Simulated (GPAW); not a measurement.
A run of GPAW 26.7.0 is set up as follows.

The input run.py:

```python
from ase.dft.bandgap import bandgap
from ase.io import read, write
from ase.units import GPa
from gpaw import GPAW, PW

atoms = read('AlNi.cif')
atoms.set_initial_magnetic_moments([1.0, 0.0])

calc = GPAW(mode=PW(600),
            xc='MGGA_X_REVTPSS+MGGA_C_REVTPSS',
            kpts={'size': (7, 7, 7), 'gamma': True},
            occupations={'name': 'fermi-dirac', 'width': 0.05},
            nbands=20,
            convergence={'density': 1e-05, 'energy': 1e-05},
            eigensolver='davidson',
            maxiter=150,
            txt='gpaw.txt')
atoms.calc = calc
energy = atoms.get_potential_energy()
forces = atoms.get_forces()
stress = atoms.get_stress()
calc.write('gs.gpw')
write('result.traj', atoms)
print(f'Energy: {energy:.6f} eV')
print('Forces (eV/A):')
print(forces.round(4))
print('Stress (GPa):', (stress / GPa).round(3))
print('Moments:', calc.get_magnetic_moments().round(3))
print('Fermi level:', round(calc.get_fermi_level(), 4), 'eV')
print(f'Gap: {bandgap(calc)[0]:.4f} eV, direct: {bandgap(calc, direct=True)[0]:.4f} eV')

path = atoms.cell.bandpath('GXMGRX,MR', npoints=60, eps=1e-4)
bs_calc = calc.fixed_density(kpts=path, symmetry='off', nbands=30,
                             convergence={'bands': 'CBM+6.0', 'eigenstates': 1e-6}, txt='bands.txt')
bs = bs_calc.band_structure()
bs.write('bs.json')
print(f'Gap on the path: {bandgap(bs_calc)[0]:.4f} eV')
```

The input AlNi.cif:

```cif
data_AlNi
_cell_length_a 2.88100000
_cell_length_b 2.88100000
_cell_length_c 2.88100000
_cell_angle_alpha 90.00000000
_cell_angle_beta 90.00000000
_cell_angle_gamma 90.00000000
_space_group_name_H-M_alt 'Pm-3m'
_space_group_name_Hall '-P 4 2 3'
_space_group_IT_number 221
loop_
_space_group_symop_operation_xyz
'x,y,z'
'-x,-y,-z'
'-y,x,z'
'y,-x,-z'
'-x,-y,z'
'x,y,-z'
'y,-x,z'
'-y,x,-z'
'x,-y,-z'
'-x,y,z'
'-y,-x,-z'
'y,x,z'
'-x,y,-z'
'x,-y,z'
'y,x,-z'
'-y,-x,z'
'z,x,y'
'-z,-x,-y'
'z,-y,x'
'-z,y,-x'
'z,-x,-y'
'-z,x,y'
'z,y,-x'
'-z,-y,x'
'-z,x,-y'
'z,-x,y'
'-z,-y,-x'
'z,y,x'
'-z,-x,y'
'z,x,-y'
'-z,y,x'
'z,-y,-x'
'y,z,x'
'-y,-z,-x'
'x,z,-y'
'-x,-z,y'
'-y,z,-x'
'y,-z,x'
'-x,z,y'
'x,-z,-y'
'-y,-z,x'
'y,z,-x'
'-x,-z,-y'
'x,z,y'
'y,-z,-x'
'-y,z,x'
'x,-z,y'
'-x,z,-y'
loop_
_atom_site_label
_atom_site_type_symbol
_atom_site_symmetry_multiplicity
_atom_site_Wyckoff_symbol
_atom_site_fract_x
_atom_site_fract_y
_atom_site_fract_z
_atom_site_occupancy
Ni1 Ni 1 b 0.5000000000 0.5000000000 0.5000000000 1
Al1 Al 1 a 0.0000000000 0.0000000000 0.0000000000 1
```

Potentials or basis: GPAW PAW data sets (gpaw-data 1.2.1), pw.

Command:

```sh
$ OMP_NUM_THREADS=1 python run.py
```

**Question.** Estimate the band gap along the path.

**Answer.** None (metal or under the smearing width).

**Question.** What does it give for the pressure?

**Answer.** -1.9 GPa.

**Question.** Predict the net moment.

**Answer.** 0.00 μB per cell.

Levels at the corners of the path, in eV from the Fermi level:
Spin up:
| point | band 5 | band 6 | band 7 | band 8 | band 9 | band 10 | band 11 | band 12 | band 13 | band 14 |
| --- | --- | --- | --- | --- | --- | --- | --- | --- | --- | --- |
| Γ | -3.44 | -3.44 | -1.67 | -1.67 | -1.67 | 5.31 | 5.31 | 5.31 | 7.98 | 7.98 |
| X | -7.01 | -2.95 | -2.40 | -2.40 | -1.58 | -0.76 | 7.98 | 9.79 | 9.79 | 10.83 |
| M | -3.58 | -3.14 | -3.14 | -2.22 | -2.22 | -1.13 | 1.36 | 2.46 | 12.16 | 14.95 |
| Γ | -3.44 | -3.44 | -1.67 | -1.67 | -1.67 | 5.31 | 5.31 | 5.31 | 7.98 | 7.98 |
| R | -4.29 | -4.29 | -1.10 | -1.10 | 1.73 | 1.73 | 1.73 | 3.55 | 4.42 | 4.42 |
| X | -7.01 | -2.95 | -2.40 | -2.40 | -1.58 | -0.76 | 7.98 | 9.79 | 9.79 | 10.83 |
| M | -3.58 | -3.14 | -3.14 | -2.22 | -2.22 | -1.13 | 1.36 | 2.46 | 12.16 | 14.95 |
| R | -4.29 | -4.29 | -1.10 | -1.10 | 1.73 | 1.73 | 1.73 | 3.55 | 4.42 | 4.42 |
Spin down:
```tsv
point	band 6	band 7	band 8	band 9	band 10	band 11	band 12	band 13
Γ	-3.44	-1.67	-1.67	-1.67	5.31	5.31	5.31	7.98
X	-2.95	-2.40	-2.40	-1.58	-0.76	7.98	9.79	9.79
M	-3.14	-3.14	-2.22	-2.22	-1.13	1.36	2.46	12.16
Γ	-3.44	-1.67	-1.67	-1.67	5.31	5.31	5.31	7.98
R	-4.29	-1.10	-1.10	1.73	1.73	1.73	3.55	4.42
X	-2.95	-2.40	-2.40	-1.58	-0.76	7.98	9.79	9.79
M	-3.14	-3.14	-2.22	-2.22	-1.13	1.36	2.46	12.16
R	-4.29	-1.10	-1.10	1.73	1.73	1.73	3.55	4.42
```

Caveat: the stock nickel data set gives pressures a few GPa off other programs; the PAW data sets were made with another functional, which shifts forces and pressure a little.
